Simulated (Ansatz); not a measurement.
## Silicon (omega (AlB2-type)) across density functionals

All rows: Ansatz, plane waves with scalar-relativistic PAW, 420 eV (500 eV for the SCAN forms), relaxed under each functional, no dispersion correction, no zero-point motion. B₀ comes from uniform scaling at fixed shape; a dash is a value not given.

```tsv
functional	V (Å³/atom)	cell	B₀ (GPa)	magnetic state	ΔE to diamond (meV/atom)
PBE	14.81	a = 4.474 Å, c = 2.562 Å (c/a = 0.573)	94	spin not included	497
r²SCAN	14.40	a = 4.431 Å, c = 2.540 Å (c/a = 0.573)	95	spin not included	705
PBEsol	14.43	a = 4.431 Å, c = 2.546 Å (c/a = 0.575)	103	spin not included	376
LDA	14.28	a = 4.418 Å, c = 2.534 Å (c/a = 0.574)	101	spin not included	415
revPBE	14.95	a = 4.489 Å, c = 2.570 Å (c/a = 0.573)	93	spin not included	523
RPBE	15.00	a = 4.494 Å, c = 2.573 Å (c/a = 0.572)	92	spin not included	533
BLYP	16.65	a = 4.705 Å, c = 2.605 Å (c/a = 0.554)	61	spin not included	896
```

LDA gives the smallest volume and BLYP the largest.
